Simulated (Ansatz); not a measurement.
BaSnO$_{3}$:
```cif
data_BaO3Sn
_chemical_formula_sum 'Ba1 Sn1 O3'
_space_group_name_H-M_alt 'Pm-3m'
_space_group_IT_number 221
_space_group_name_Hall '-P 4 2 3'
_cell_length_a 4.13130
_cell_length_b 4.13130
_cell_length_c 4.13130
_cell_angle_alpha 90.000
_cell_angle_beta 90.000
_cell_angle_gamma 90.000
loop_
_atom_site_label
_atom_site_type_symbol
_atom_site_symmetry_multiplicity
_atom_site_Wyckoff_symbol
_atom_site_fract_x
_atom_site_fract_y
_atom_site_fract_z
_atom_site_occupancy
Ba1 Ba 1 a 0.00000 0.00000 0.00000 1
Sn1 Sn 1 b 0.50000 0.50000 0.50000 1
O1 O 3 c 0.00000 0.50000 0.50000 1
```

This is the r²SCAN-relaxed structure.

### Question
All from plane-wave PAW r²SCAN (Ansatz code), unless another level is named. Predict the Hill bulk and shear moduli.

### Answer
158 and 103 GPa.

### Question
What about the highest zone-centre frequency (without LO–TO term)?

### Answer
18.44 THz.

Symmetry was held in the r²SCAN relaxation; phonons on a q-mesh show no instability. Spin–orbit coupling is left out wherever it is not named.

Potentials: the later of the program's two PAW sets.
